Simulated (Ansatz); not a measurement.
# BN: energy from the work of forces and stress

```
CELL_PARAMETERS angstrom
0.00000 1.81300 1.81300
1.81300 0.00000 1.81300
1.81300 1.81300 0.00000
ATOMIC_POSITIONS crystal
B 0.00000 0.00000 0.00000
N 0.75000 0.75000 0.75000
```

Method: DFT PBE, scalar-relativistic, plane waves, PAW in Ansatz 0.2.0.

Cutoff 420 eV; k points 12×12×12 on the computed 2-atom cell (Γ-centred); Gaussian smearing, width 0.02 eV; no spin polarisation.

At the start the stress (GPa, compression positive, xx yy zz yz xz xy) is -0.41 -0.41 -0.41 0.00 0.00 0.00 and all forces are under 0.005 eV/Å. Each variant moves atoms by u and then strains the cell by ε, so an atom ends at (r + u)(1 + ε); shears are tensor components, each standing twice in ε. The starting volume is 11.92 Å³.

Variant 1: no strain, moves (Å) N2 (0.037, -0.021, -0.014). There the stress is 0.12 0.23 0.26 0.83 -0.70 -0.74 GPa and the forces (eV/Å) are B1 (0.90, -0.55, -0.41); N2 (-0.90, 0.55, 0.41).

Variant 2: strain (xx yy zz yz xz xy, %) -3.77 -3.77 -3.77 0.00 0.00 0.00. There the stress is 52.31 52.31 52.31 0.00 0.00 0.00 GPa.

Variant 3: strain (xx yy zz yz xz xy, %) 0.39 -5.61 -5.61 0.00 0.00 0.00. There the stress is 19.82 65.26 65.26 0.00 0.00 0.00 GPa.

Variant 4: strain (xx yy zz yz xz xy, %) 0.76 0.76 -2.24 0.00 0.00 0.00. There the stress is -3.56 -3.56 14.21 0.00 0.00 0.00 GPa.

**Question.** Estimate each change of free energy from forces and stresses by the trapezoid rule along the path (r + tu)(1 + tε), t from 0 to 1, and compare with the computed change.

**Answer.** The derivative of the energy along the path is −F·u(1 + tε) for the atoms and −V σ(1 + tε)⁻¹ : ε for the cell, with F, σ and V taken at t (σ positive in compression; 1 eV/Å³ = 160.2 GPa). Averaging t = 0 and t = 1 gives, in meV per atom:
```
variant work on atoms work on cell sum computed
      1           12.7           0.0   12.7      12.5
      2            0.0         101.1  101.1      96.0
      3            0.0         126.9  126.9     119.6
      4            0.0           6.9    6.9       6.9
```

The rule is exact for a quadratic energy surface and overshoots a term ct³ by c/2, so the difference between the last two columns measures the net anharmonic part along the path (terms of opposite sign can cancel, and the finite basis adds a little): 0 to 6 % here.